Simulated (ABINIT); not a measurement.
# TiB2 in ABINIT: convergence with smearing width

Crystal: TiB2.

```
Ti B
1.0
     3.02920    0.00000    0.00000
    -1.51460    2.62336    0.00000
     0.00000    0.00000    3.22840
Ti B
1 2
Direct
  0.00000 0.00000 0.00000
  0.66667 0.33333 0.50000
  0.33333 0.66667 0.50000
```

```yaml
Program: ABINIT 10.8.3 (patched build)
Task: single point
Functional: RPBE
Potentials_or_basis: PseudoDojo NC SR PBE v0.4.1 standard
Cutoff: 1143 eV
k_mesh: 10 × 10 × 8
Occupations: cold (ABINIT), width 0.272 eV
Spin: no spin polarisation
```

These are the settings of the first run; the series varies smearing width, with any setting tied to it.

Hardware: 1 thread of Arm Neoverse V2, on a shared host.

The values tried are 0.272 eV, 0.2 eV, 0.136 eV, 0.1 eV, 0.05 eV, 0.025 eV, 0.01 eV, loosest first. From which on does the energy stay within 1 meV/atom of the tightest run that finished?

From 0.2 eV on.

| smearing width | energy less the tightest run (meV/atom) | SCF cycles | CPU time (s) | peak memory (GiB) |
| --- | --- | --- | --- | --- |
| 0.272 eV | -1.10 | 13 | 57 | 0.09 |
| 0.2 eV | -0.70 | 13 | 57 | 0.09 |
| 0.136 eV | -0.38 | 13 | 56 | 0.09 |
| 0.1 eV | -0.23 | 13 | 57 | 0.09 |
| 0.05 eV | -0.07 | 13 | 57 | 0.09 |
| 0.025 eV | -0.02 | 13 | 58 | 0.09 |
| 0.01 eV | 0.00 | 13 | 58 | 0.09 |

Narrower smearing needs a denser k mesh, so at a fixed mesh the narrowest width isn't the most accurate. The tightest run that finished is the yardstick and may itself not be fully converged.
